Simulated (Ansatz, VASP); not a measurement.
**Two plane-wave programs on SrTe**

The input INCAR:

```
SYSTEM = SrTe
PREC = Accurate
ENCUT = 520
EDIFF = 1E-7
ISMEAR = 0
SIGMA = 0.1
LREAL = .FALSE.
LASPH = .TRUE.
NELM = 60
ALGO = Normal
ISIF = 2
LWAVE = .FALSE.
LCHARG = .FALSE.
GGA = PE
NBANDS = 15
```

KPOINTS

```
Automatic mesh
0
G
  4 4 4
  0 0 0
```

POSCAR

```
SrTe
1.0
    0.0000000000      3.3558352000      3.3558352000
    3.3558352000      0.0000000000      3.3558352000
    3.3558352000      3.3558352000      0.0000000000
Sr Te
1 1
Direct
    0.0000000000      0.0000000000      0.0000000000
    0.5000000000      0.5000000000      0.5000000000
```

Input for Ansatz:

```yaml
crystal:
  lattice:
    - [0.0, 3.3558352, 3.3558352]
    - [3.3558352, 0.0, 3.3558352]
    - [3.3558352, 3.3558352, 0.0]
  atoms:
    - { symbol: Sr, position: [0.0, 0.0, 0.0] }
    - { symbol: Te, position: [0.5, 0.5, 0.5] }
basis:
  ecutwfc: 420
kpoints:
  mp_grid: { grid: [4, 4, 4] }
hamiltonian:
  xc: pbe
scf:
  occupations: { method: gaussian, width: 0.1 }
  lower_state_search: "off"
output:
  forces: true
  stress: true
  eigenvalues: true
```

Alike in both runs: task single point; functional PBE; k mesh 4 × 4 × 4; occupations gaussian, width 0.1 eV; no spin polarisation.

```csv
,VASP,Ansatz
version,VASP 6.6.1,Ansatz 0.2.0
potentials or method,"VASP PAW PBE potentials, release 64 (Sr_sv, Te)","scalar-relativistic, plane waves, PAW"
plane-wave cutoff (eV),520,420
valence electrons in the cell,16,26
```

```tsv
	VASP	Ansatz	Ansatz less VASP
gap on the k mesh at the Fermi level (eV)	1.75	1.77	+0.024
least direct gap on the mesh (eV)	2.47	2.49	+0.017
pressure (GPa)	0.3	0.2	-0.09
```

The two sets of potentials don't hold the same shells in valence.

Caveats: spin-orbit coupling is left out, which moves the levels of the heavy elements. As with any semilocal functional, this PBE gap is likely too small. A k mesh can miss the band edges.
